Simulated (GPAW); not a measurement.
Crystal: Sb.

```
Sb
1.0
     4.50666    0.00000    0.00000
     2.44723    3.78432    0.00000
     2.44723    1.33179    3.54223
Sb
2
Direct
  0.76651 0.76651 0.76651
  0.23349 0.23349 0.23349
```

```yaml
Program: GPAW 26.7.0
Task: relaxation of cell and atoms
Functional: RPBE
Dispersion: D3(BJ)
Potentials_or_basis: the program's PAW data sets (release 1.2.1) made for this functional
Cutoff: 600 eV
Basis: pw
k_mesh: 5 × 5 × 5
Occupations: fermi-dirac, width 0.05 eV
Spin: no spin polarisation
```

At the start: pressure -12.5 GPa; volume 30.21 Å³/atom.

Question: How do energy, volume and symmetry change on relaxing?

Answer: Over 14 steps the energy falls by 425.0 meV/atom and the volume is 22.88 Å³/atom (-24.3 %); space group R-3m (No. 166, to 0.05 Å).

The path:
```
step  energy change (eV)  largest force (eV/Å)  pressure (GPa)  volume (Å³)
   1              0.0000                0.1344          -12.48        60.41
   2             -0.2163                0.4475          -10.62        57.44
   3             -0.5575                1.9161            7.85        45.09
   4             -0.6521                1.2407           -0.04        48.07
   5             -0.7022                0.9455           -0.61        47.83
   6             -0.8006                0.2565            0.43        46.04
   7             -0.8088                0.0033            0.56        45.86
   8             -0.8143                0.0370           -0.03        46.15
   9             -0.8262                0.1479           -3.16        47.36
  10             -0.8351                0.1311           -1.61        46.69
  11             -0.8442                0.0865           -0.31        46.07
  12             -0.8498                0.0111            0.35        45.64
  13             -0.8499                0.0037            0.07        45.72
  14             -0.8500                0.0014            0.00        45.75
```

Final structure:
```cif
data_structure
_symmetry_space_group_name_H-M 'P 1'
_symmetry_Int_Tables_number 1
_cell_length_a 4.1893
_cell_length_b 4.1893
_cell_length_c 4.1893
_cell_angle_alpha 54.846
_cell_angle_beta 54.846
_cell_angle_gamma 54.846
_cell_volume 45.75
loop_
_atom_site_label
_atom_site_type_symbol
_atom_site_fract_x
_atom_site_fract_y
_atom_site_fract_z
_atom_site_occupancy
Sb1 Sb 0.75002 0.75002 0.75002 1
Sb2 Sb 0.24998 0.24998 0.24998 1
```

Caveat: later steps reuse the first step's grids; the volume moved by over 15 % at a fixed basis, so the end points are rough; the volume moved by -24 % from the deposited cell, more than functionals usually miss; pairwise dispersion overbinds metals, which lowers pressure and volume.
